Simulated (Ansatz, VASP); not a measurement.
## One calculation of InAs, two programs

```xyz
2
Lattice="0.0000 3.0934 3.0934 3.0934 0.0000 3.0934 3.0934 3.0934 0.0000" Properties=species:S:1:pos:R:3 pbc="T T T"
In    0.0000    0.0000    0.0000
As    1.5467    1.5467    1.5467
```

Alike in both runs: functional PBE; k mesh 11 × 11 × 11; occupations fermi-dirac, width 0.08 eV; no spin polarisation.

Ansatz relaxed the structure, and its values are those at the end. VASP's run is a single point on that final structure, the one shown.

```csv
,VASP,Ansatz
version,VASP 6.6.1,Ansatz 0.2.0
potentials or method,"VASP PAW PBE potentials, release 64 (In_d, As)","PAW with Ansatz's default frozen-core files, scalar-relativistic"
plane-wave cutoff (eV),520,420
valence electrons in the cell,18,28
```

```tsv
	VASP	Ansatz	Ansatz less VASP
pressure (GPa)	0.0	0.0	-0.04
```

With one functional, cell and mesh, what is left measures potentials, basis and numerics. The two sets of potentials don't hold the same shells in valence.
